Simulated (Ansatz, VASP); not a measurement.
Two plane-wave programs on Al2O3

```
CELL_PARAMETERS angstrom
-1.39957 1.86831 4.40195
1.39957 -1.86831 4.40195
1.39957 1.86831 -4.40195
ATOMIC_POSITIONS crystal
Al 0.65547 0.65547 0.00000
Al 0.34453 0.34453 0.00000
O 0.50000 0.00000 0.50000
O 0.19638 0.69638 0.50000
O 0.80362 0.30362 0.50000
```

Alike in both runs: functional PBE; k mesh 10 × 10 × 10; occupations gaussian, width 0.02 eV; no spin polarisation.

Ansatz relaxed the structure, and its values are those at the end. VASP's run is a single point on that final structure, the one shown.

|  | VASP | Ansatz |
| --- | --- | --- |
| version | VASP 6.6.1 | Ansatz 0.2.0 |
| potentials or method | VASP PAW PBE potentials, release 64 (Al, O) | scalar-relativistic, plane waves, PAW |
| plane-wave cutoff (eV) | 520 | 420 |
| valence electrons in the cell | 24 | 24 |

Ansatz gave:

| Property | Result |
| --- | --- |
| gap on the k mesh at the Fermi level (eV) | 5.20 |
| least direct gap on the mesh (eV) | 5.20 |
| pressure (GPa) | 0.0 |
| rms of the force components (eV/Å) | 0.000 |

Q: What did VASP give for the same quantities?

A: gap on the k mesh at the Fermi level (eV): 5.19; least direct gap on the mesh (eV): 5.19; pressure (GPa): -0.1; rms of the force components (eV/Å): 0.009.

A k mesh can miss the band edges.
